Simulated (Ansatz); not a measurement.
# I (Cmce) in Ansatz: settings compared

One crystal, I, is run at these levels: PBE, PBEsol; tasks: elastic constants.

Program: Ansatz 0.2.0. These are calculated values, not measurements. Logs are shortened: lines on timing, memory, paths and dates and some standing lists are left out, and cuts for length are marked.

## Step 1: The crystal as given

The structure is orthorhombic, space group Cmce (No. 64). Conventional cell: a = 7.270 Å, b = 4.790 Å, c = 9.793 Å, α = 90.00°, β = 90.00°, γ = 90.00°. I (site symmetry m) is surrounded by 1 I at 2.68 Å.

## Step 2: Elastic constants, PBE

Contents of input.yaml:

```yaml
crystal:
  lattice:
    - [3.635035, -2.39502, 0.0]
    - [3.635035, 2.39502, 0.0]
    - [0.0, 0.0, 9.79344]
  atoms:
    - { symbol: I, position: [0.6493, 0.3507, 0.3844] }
    - { symbol: I, position: [0.1493, 0.8507, 0.1156] }
    - { symbol: I, position: [0.3507, 0.6493, 0.6156] }
    - { symbol: I, position: [0.8507, 0.1493, 0.8844] }
hamiltonian:
  xc: pbe
  pseudopotentials: { kind: paw }
kpoints:
  mp_grid: { grid: [5, 5, 3] }
scf:
  occupations: { method: fixed }
output:
  forces: true
  stress: true
elastic:
  mode: relaxed_ion
  stencil: two_point
```

Potentials or basis: Ansatz PAW.

Started as:

```
$ ansatz run input.yaml --threads 2 --pin off --max-ram 5632MiB --backend cpu --events-out ev --progress --plain --runs-dir out
```

The log of the run:

```text
Warning: RAYON_NUM_THREADS=2 ignored (pool sized by the plan → 2); use --threads N
Engine: ansatz 0.2.0, x86_64-unknown-linux-gnu
Pseudopotentials: kind: paw
Pseudopotential: I, paw, valence charge 17, recommended cutoff 420 eV (normal), I.paw.azcp
Functional definition: PBE
  parameter kappa = 0.804
  parameter beta = 0.06672455060314922
  exchange = pbe_x(kappa = kappa, mu = beta*pi^2/3)
  correlation = pbe_c(beta = beta)
Crystal: 4 atoms, lattice volume = 170.523 Å³
Basis set: ecut = 420 eV, 3337 PW (Γ), exchange–correlation on 60×60×144 points (8 copies of the dense FFT grid, shifted against one another)
Bands: 41, of which v1, the nominal top of the filled ones, is band 34 counted from 1 (33 counted from 0)
Symmetry: 8 space group operations
Space group: Cmce (ITA 64), of the structure as read, at distance tolerance 5.5e-5 Å
k-points: 18 of 75
Non-local potential: I, projectors of the file, l = 0: 2, l = 1: 2, l = 2: 2, l = 3: 2
PAW form: soft (Blöchl's): semilocal exchange-correlation on the pseudo side does not see the compensation charge
PAW one-centre angular grid: I, 590 points (default); XC on 64 Gauss nodes
Initial density: superposition of atomic densities (neutral atoms: chi_scale 0, normalization atom), corrected by the library's trained network
Initial wavefunctions: pseudopotential atomic-orbital guess
Functional: x = pbe(κ = 0.804, μ = 0.2195149727645171), c = pbe(β = 0.06672455060314922)
SCF iter   1: F=—  HF=-30051.423769 eV  |F-HF|=—  |Δ(HF+E_count)|=         —  Δρ=1.18e-3  dr2=1.78e-3  ethr=1.77e-3  ⟨swp⟩=5.4  Hψ=2575  notcnv=0  defer=90
preconditioner: auto → Resta (q_TF=auto, 2.341 Å⁻¹)  ε∞=3.2  [insulator: Δε(μ)=1.328 eV  Ē_g=10.234 eV  n_scr=36 (ndim 8)  ℏωp=15.0 eV  f_vac=0.064  ε∞_Penn≈3.2]
SCF iter   2: F=—  HF=-30051.424881 eV  |F-HF|=—  |Δ(HF+E_count)|=   1.11e-3  Δρ=6.41e-4  dr2=6.36e-4  ethr=2.62e-6  ⟨swp⟩=3.0  Hψ=1703  notcnv=0  defer=90
SCF iter   3: F=—  HF=-30051.425107 eV  |F-HF|=—  |Δ(HF+E_count)|=   2.25e-4  Δρ=3.16e-4  dr2=1.25e-4  ethr=9.36e-7  ⟨swp⟩=2.2  Hψ=1017  notcnv=0  defer=90
SCF iter   4: F=—  HF=-30051.425247 eV  |F-HF|=—  |Δ(HF+E_count)|=   1.40e-4  Δρ=6.90e-5  dr2=6.11e-6  ethr=1.84e-7  ⟨swp⟩=2.0  Hψ=957  notcnv=0  defer=90
SCF iter   5: F=—  HF=-30051.425232 eV  |F-HF|=—  |Δ(HF+E_count)|=   1.47e-5  Δρ=3.04e-5  dr2=2.32e-6  ethr=8.98e-9  ⟨swp⟩=3.0  Hψ=1324  notcnv=0  defer=90
SCF iter   6: F=—  HF=-30051.425232 eV  |F-HF|=—  |Δ(HF+E_count)|=   1.50e-7  Δρ=8.22e-6  dr2=1.16e-7  ethr=3.42e-9  ⟨swp⟩=3.0  Hψ=1264  notcnv=0  defer=90
SCF iter   7: F=—  HF=-30051.425232 eV  |F-HF|=—  |Δ(HF+E_count)|=   1.29e-8  Δρ=1.85e-6  dr2=6.89e-9  ethr=1.70e-10  ⟨swp⟩=2.0  Hψ=1317  notcnv=0  defer=90
SCF iter   8: F=—  HF=-30051.425232 eV  |F-HF|=—  |Δ(HF+E_count)|=   3.44e-9  Δρ=3.65e-7  dr2=2.47e-10  ethr=1.01e-11  ⟨swp⟩=3.0  Hψ=1398  notcnv=0  defer=90
SCF iter   9: F=—  HF=-30051.425232 eV  |F-HF|=—  |Δ(HF+E_count)|=  1.35e-10  Δρ=1.32e-7  dr2=2.82e-11  ethr=3.63e-13 (applied; sched 1.00e-12)  ⟨swp⟩=2.1  Hψ=1318  notcnv=0  defer=90
SCF iter  10: F=—  HF=-30051.425232 eV  |F-HF|=—  |Δ(HF+E_count)|=  3.64e-12  Δρ=3.54e-8  dr2=3.12e-12  ethr=4.15e-14 (applied; sched 1.00e-12)  ⟨swp⟩=2.0  Hψ=1317  notcnv=0  defer=90
SCF iter  11: F=-30051.425232 eV  HF=-30051.425232 eV  |F-HF|=7.28e-12  |Δ(HF+E_count)|=  7.28e-12  Δρ=6.38e-9  dr2=6.10e-14  ethr=1.00e-12  ⟨swp⟩=16.6  Hψ=5303  notcnv=0
SCF 1 converged in 11 iterations: F = -30051.425232 eV  dr2 = 6.10e-14
relax step   1: F+E_penalty+E_count = -30051.42523227 eV  Δ(F+E_penalty+E_count) = +0.000e0 eV  max|allowed force component| = 7.580e-1 eV/Å  Δτ_max = 0.0000 Å  (11 SCF iters, accepted)
Initial density: handed on by an earlier stage of this run
Initial wavefunctions: pseudopotential atomic-orbital guess (no wavefunctions were taken with the density)
SCF iter   1: F=—  HF=-30207.741552 eV  |F-HF|=—  |Δ(HF+E_count)|=         —  Δρ=5.21e-1  dr2=4.62e2  ethr=3.10e-3  ⟨swp⟩=6.3  Hψ=3390  notcnv=0  defer=89
preconditioner: auto → Resta (q_TF=auto, 2.341 Å⁻¹)  ε∞=3.0  [insulator: Δε(μ)=0.793 eV  Ē_g=10.774 eV  n_scr=36 (ndim 8)  ℏωp=15.0 eV  f_vac=0.065  ε∞_Penn≈3.0]
SCF iter   2: F=—  HF=-30052.569320 eV  |F-HF|=—  |Δ(HF+E_count)|=    1.55e2  Δρ=1.03e-1  dr2=1.78e1  ethr=3.10e-3  ⟨swp⟩=5.6  Hψ=2716  notcnv=0  defer=89
SCF iter   3: F=—  HF=-30049.597756 eV  |F-HF|=—  |Δ(HF+E_count)|=    2.97e0  Δρ=2.50e-2  dr2=2.90e-1  ethr=3.10e-3  ⟨swp⟩=4.9  Hψ=1874  notcnv=0  defer=90
[... 650 lines left out ...]
--- Stress (GPa, compression-positive) ---
        1.337594       0.000000      -0.000000
        0.000000      -0.111093       0.000000
       -0.000000       0.000000      -0.323182
  P = ⅓ Tr σ = 0.3011 GPa (3.011 kbar)
--- Band table (eV; the first three rows and the last of 18) ---
  k-point 0: bands = ["-40.0281", "-40.0235", "-39.9561", "-39.9515", "-39.9323", "-39.9287", "-39.9128", "-39.9094", "-39.8610", "-39.8606", "-39.8416", "-39.8412", "-39.5918", "-39.5913", "-39.5901", "-39.5896", "-39.5886", "-39.5875", "-39.5859", "-39.5847", "-8.5054", "-7.8896", "-6.9093", "-5.8170", "0.4666", "1.8290", "3.0503", "3.2608", "3.5721", "3.7403", "3.8990", "4.3694", "4.6767", "4.7727", "5.9607", "6.6939", "10.0767", "10.1921", "10.4389", "11.8029", "12.1101"]
  k-point 1: bands = ["-40.0270", "-40.0247", "-39.9549", "-39.9525", "-39.9315", "-39.9297", "-39.9118", "-39.9102", "-39.8608", "-39.8606", "-39.8415", "-39.8413", "-39.5917", "-39.5914", "-39.5900", "-39.5897", "-39.5884", "-39.5878", "-39.5855", "-39.5849", "-8.3997", "-8.1174", "-6.5735", "-6.0543", "0.7533", "1.3954", "3.1775", "3.4060", "3.7073", "3.7761", "3.8548", "4.1815", "4.7054", "4.7528", "5.9997", "6.3674", "10.4597", "10.5333", "10.6553", "11.5042", "11.8284"]
  k-point 2: bands = ["-40.0276", "-40.0239", "-39.9557", "-39.9519", "-39.9319", "-39.9290", "-39.9125", "-39.9098", "-39.8609", "-39.8606", "-39.8416", "-39.8412", "-39.5917", "-39.5913", "-39.5900", "-39.5896", "-39.5883", "-39.5875", "-39.5859", "-39.5849", "-8.3743", "-7.8566", "-6.8009", "-5.9241", "0.4861", "1.4122", "2.5019", "2.6721", "3.4627", "3.5948", "4.0909", "4.4375", "4.5311", "4.6091", "6.0298", "6.5535", "10.8096", "10.8809", "10.9259", "11.6623", "11.9767"]
  k-point 17: bands = ["-40.0267", "-40.0248", "-39.9547", "-39.9528", "-39.9313", "-39.9298", "-39.9117", "-39.9103", "-39.8609", "-39.8606", "-39.8415", "-39.8412", "-39.5913", "-39.5912", "-39.5897", "-39.5896", "-39.5881", "-39.5877", "-39.5855", "-39.5851", "-8.0311", "-7.8384", "-6.3835", "-6.0686", "0.7807", "1.0490", "1.6880", "2.0688", "2.3240", "2.9592", "3.5430", "3.5462", "4.2010", "4.2353", "6.1353", "6.3175", "11.0109", "11.3632", "11.5195", "12.2487", "12.3752"]
--- Elastic constants: 6 strain directions × 2 members + reference (group order 8) ---
  dense FFT box of the reference and of every strained cell: 30×30×72
  strains applied: 11, 22, 33, 23, 13, 12; error gains: componentwise 1.00 (the most a stress slope's error grows in a printed constant), spectral 1.00 (1 for all six strains in a standard setting)
  reference relaxed by the batch: 6 steps; max|allowed force component| 7.58e-1 eV/Å at the deck's positions, 4.51e-6 at the last accepted step, 4.49e-6 by the solve of record
  largest displacement 6.2e-2 Å; the constants are those of the deck's cell at these positions:
  atoms:
    - { symbol: I, position: [0.6526228922689684, 0.3473771077310315, 0.3783077172640346] }
    - { symbol: I, position: [0.1526228922689684, 0.8473771077310314, 0.12169228273596534] }
    - { symbol: I, position: [0.3473771077310315, 0.6526228922689684, 0.6216922827359654] }
    - { symbol: I, position: [0.8473771077310314, 0.1526228922689684, 0.8783077172640348] }
  C = ∂σ_k/∂η_j (tension-positive GPa; Voigt order 11 22 33 23 13 12):
        15.354      6.367      2.858      0.000      0.000     -0.000
         4.915     13.776     11.300     -0.000      0.000      0.000
         1.191     11.100     29.898     -0.000      0.000      0.000
         0.000     -0.000     -0.000     18.676      0.000      0.000
        -0.000     -0.000     -0.000      0.000      4.038      0.000
        -0.000      0.000      0.000     -0.000     -0.000      6.172
  reference stress σ⁰ (GPa):     -1.338      0.111      0.323     -0.000      0.000     -0.000
  C* (energy form; C + prestress term) asymmetry max|C*_kj − C*_jk| = 1.169e-2 GPa — a small one proves nothing (zero by symmetry where the batch's group is 432, −43m or m−3m); a large one is finite-difference/SCF noise where every solve meets its electron count
  moduli (Voigt/Reuss/Hill, GPa): K = 10.75/9.63/10.19   G = 8.45/5.56/7.01   E = 17.10   ν = 0.220
  mechanically stable: yes (min eigenvalue of sym C = 4.04 GPa)
  the stresses are not corrected for the forces that the relaxations left standing (`elastic.f_tol`)
  strain η (Voigt 11):  stress-route row diagonal C_11 = 15.35 GPa, energy-path curvature d²(F+E_count+ΔE)/dδ²/Ω₀ = 15.03 GPa
         δ    σ_11 (GPa)             F (eV)   n_scf  n_hpsi   n_pw
    -2.000e-3      -1.3686      -30051.5168759       4    8372   3340   relax 2 steps, max|allowed force component| 4.81e-6 eV/Å
     2.000e-3      -1.3072      -30051.5225703       4    8569   3356   relax 3 steps, max|allowed force component| 3.20e-6 eV/Å
  strain η (Voigt 22):  stress-route row diagonal C_22 = 13.78 GPa, energy-path curvature d²(F+E_count+ΔE)/dδ²/Ω₀ = 13.63 GPa
         δ    σ_22 (GPa)             F (eV)   n_scf  n_hpsi   n_pw
    -2.000e-3       0.0832      -30051.5199529       4    8350   3340   relax 4 steps, max|allowed force component| 2.12e-7 eV/Å
     2.000e-3       0.1383      -30051.5194859       4    8376   3354   relax 4 steps, max|allowed force component| 2.03e-8 eV/Å
  strain η (Voigt 33):  stress-route row diagonal C_33 = 29.90 GPa, energy-path curvature d²(F+E_count+ΔE)/dδ²/Ω₀ = 29.80 GPa
         δ    σ_33 (GPa)             F (eV)   n_scf  n_hpsi   n_pw
    -2.000e-3       0.2629      -30051.5203717       4    8342   3339   relax 4 steps, max|allowed force component| 8.48e-7 eV/Å
     2.000e-3       0.3825      -30051.5189993       4    8386   3353   relax 4 steps, max|allowed force component| 6.25e-8 eV/Å
  strain η (Voigt 23):  stress-route row diagonal C_44 = 18.68 GPa, energy-path curvature d²(F+E_count+ΔE)/dδ²/Ω₀ = 18.44 GPa
         δ    σ_23 (GPa)             F (eV)   n_scf  n_hpsi   n_pw
    -2.000e-3      -0.0374      -30051.5197100       4   11203   3349   relax 6 steps, max|allowed force component| 4.18e-6 eV/Å
     2.000e-3       0.0374      -30051.5197100       4   11208   3349   relax 6 steps, max|allowed force component| 4.18e-6 eV/Å
  strain η (Voigt 13):  stress-route row diagonal C_55 = 4.04 GPa, energy-path curvature d²(F+E_count+ΔE)/dδ²/Ω₀ = 4.12 GPa
         δ    σ_13 (GPa)             F (eV)   n_scf  n_hpsi   n_pw
    -2.000e-3      -0.0081      -30051.5197418       4   11249   3348   relax 1 steps, max|allowed force component| 2.36e-5 eV/Å
     2.000e-3       0.0081      -30051.5197418       4   11254   3348   relax 1 steps, max|allowed force component| 2.36e-5 eV/Å
  strain η (Voigt 12):  stress-route row diagonal C_66 = 6.17 GPa, energy-path curvature d²(F+E_count+ΔE)/dδ²/Ω₀ = 6.23 GPa
         δ    σ_12 (GPa)             F (eV)   n_scf  n_hpsi   n_pw
    -2.000e-3      -0.0123      -30051.5197376       4   12159   3347   relax 3 steps, max|allowed force component| 1.34e-6 eV/Å
     2.000e-3       0.0123      -30051.5197376       4   12155   3347   relax 3 steps, max|allowed force component| 1.34e-6 eV/Å
```

Run time: 1.9 min. Hardware: 2 threads of Intel Xeon 6975P-C (Granite Rapids), shared host; peak memory 0.6 GiB.

What came out:

```yaml
Free_energy: -30051.5198 eV
Pressure: 0.3 GPa
Band_gap_on_the_k_mesh: 1.07 eV, indirect (least direct gap 1.19 eV)
Voigt_bulk_modulus: 11 GPa
```

Stress tensor (GPa, compression positive):
```
 1.34  0.00  0.00
 0.00 -0.11  0.00
 0.00  0.00 -0.32
```

Elastic tensor in Voigt notation (GPa, in the Cartesian axes of the cell as first typed):
```
15  6  3  0  0  0
 5 14 11  0  0  0
 1 11 30  0  0  0
 0  0  0 19  0  0
 0  0  0  0  4  0
 0  0  0  0  0  6
```

Caveat: odd divisions of the mesh miss points on the zone boundary, where band edges often lie, so the gap on the mesh can be too wide; spin-orbit coupling is left out, which moves the levels of the heavy elements.

## Step 3: Elastic constants, PBEsol

input.yaml: that of step 2 with these lines changed.

```diff
@@ -11,3 +11,3 @@
 hamiltonian:
-  xc: pbe
+  xc: pbesol
   pseudopotentials: { kind: paw }
@@ -21,3 +21,3 @@
 elastic:
-  mode: relaxed_ion
+  mode: clamped_ion
   stencil: two_point
```

Potentials or basis: Ansatz PAW.

Started as:

```
$ ansatz run input.yaml --threads 2 --pin off --max-ram 5632MiB --backend cpu --events-out ev --progress --plain --runs-dir out
```

The log of the run:

```text
Warning: RAYON_NUM_THREADS=2 ignored (pool sized by the plan → 2); use --threads N
Engine: ansatz 0.2.0, x86_64-unknown-linux-gnu
Pseudopotentials: kind: paw
Pseudopotential: I, paw, valence charge 17, recommended cutoff 420 eV (normal), I.paw.azcp
Functional definition: PBEsol
  exchange = pbesol_x
  correlation = pbesol_c
Crystal: 4 atoms, lattice volume = 170.523 Å³
Basis set: ecut = 420 eV, 3337 PW (Γ), exchange–correlation on 60×60×144 points (8 copies of the dense FFT grid, shifted against one another)
Bands: 41, of which v1, the nominal top of the filled ones, is band 34 counted from 1 (33 counted from 0)
Symmetry: 8 space group operations
Space group: Cmce (ITA 64), of the structure as read, at distance tolerance 5.5e-5 Å
k-points: 18 of 75
Non-local potential: I, projectors of the file, l = 0: 2, l = 1: 2, l = 2: 2, l = 3: 2
PAW form: soft (Blöchl's): semilocal exchange-correlation on the pseudo side does not see the compensation charge
[... 210 lines left out ...]
         δ    σ_11 (GPa)             F (eV)   n_scf  n_hpsi   n_pw
    -2.000e-3      -0.0164      -29728.9570769       8   12686   3340
     2.000e-3       0.0214      -29728.9570644       8   11440   3356
  strain η (Voigt 22):  stress-route row diagonal C_22 = 23.66 GPa, energy-path curvature d²(F+E_count+ΔE)/dδ²/Ω₀ = 23.54 GPa
         δ    σ_22 (GPa)             F (eV)   n_scf  n_hpsi   n_pw
    -2.000e-3       0.3811      -29728.9579406       8   12372   3340
     2.000e-3       0.4757      -29728.9561229       8   11339   3354
  strain η (Voigt 33):  stress-route row diagonal C_33 = 100.51 GPa, energy-path curvature d²(F+E_count+ΔE)/dδ²/Ω₀ = 100.58 GPa
         δ    σ_33 (GPa)             F (eV)   n_scf  n_hpsi   n_pw
    -2.000e-3      -0.8531      -29728.9554810       9   14001   3339
     2.000e-3      -0.4510      -29728.9582565       8   11417   3353
  strain η (Voigt 23):  stress-route row diagonal C_44 = 42.94 GPa, energy-path curvature d²(F+E_count+ΔE)/dδ²/Ω₀ = 42.91 GPa
         δ    σ_23 (GPa)             F (eV)   n_scf  n_hpsi   n_pw
    -2.000e-3      -0.0859      -29728.9569917       9   17849   3349
     2.000e-3       0.0859      -29728.9569917       7   13990   3349
  strain η (Voigt 13):  stress-route row diagonal C_55 = 2.42 GPa, energy-path curvature d²(F+E_count+ΔE)/dδ²/Ω₀ = 2.54 GPa
         δ    σ_13 (GPa)             F (eV)   n_scf  n_hpsi   n_pw
    -2.000e-3      -0.0048      -29728.9570794       8   15286   3348
     2.000e-3       0.0048      -29728.9570794       7   13681   3348
  strain η (Voigt 12):  stress-route row diagonal C_66 = 5.07 GPa, energy-path curvature d²(F+E_count+ΔE)/dδ²/Ω₀ = 4.79 GPa
         δ    σ_12 (GPa)             F (eV)   n_scf  n_hpsi   n_pw
    -2.000e-3      -0.0101      -29728.9570746       7   15746   3347
     2.000e-3       0.0101      -29728.9570746       7   14956   3347
```

It took 36 s on 2 threads of Intel Xeon 6975P-C (Granite Rapids), shared host; peak memory 0.58 GiB.

Results:

```yaml
Free_energy: -29728.9571 eV
Pressure: 0.1 GPa
Largest_force: 0.761 eV/Å
Band_gap_on_the_k_mesh: 1.29 eV, indirect (least direct gap 1.36 eV)
Voigt_bulk_modulus: 25 GPa
```

Forces in eV/Å, atoms in the order of the input:
```
I    0.000 -0.330 -0.685
I    0.000 -0.330  0.685
I    0.000  0.330  0.685
I    0.000  0.330 -0.685
```

Stress tensor (GPa, compression positive):
```
 0.00  0.00  0.00
 0.00 -0.43  0.00
 0.00  0.00  0.65
```

Levels at points of the mesh, in eV from the valence-band top:
```csv
k point,band 32,band 33,band 34,band 35,band 36,band 37
"(0.00, 0.00, 0.00)",-0.55,-0.06,0.00,1.36,2.20,5.12
```

Elastic tensor in Voigt notation (GPa, ions clamped, in the Cartesian axes of the cell as first typed):
```
  9   3  -1   0   0   0
  3  24  42   0   0   0
 -1  44 101   0   0   0
  0   0   0  43   0   0
  0   0   0   0   2   0
  0   0   0   0   0   5
```

Caveat: odd divisions of the mesh miss points on the zone boundary, where band edges often lie, so the gap on the mesh can be too wide; spin-orbit coupling is left out, which moves the levels of the heavy elements; the PAW data sets come from PBE, with cores solved anew for the run's functional, which leaves a small shift of forces and pressure. As with any semilocal functional, this PBEsol gap is likely too small.
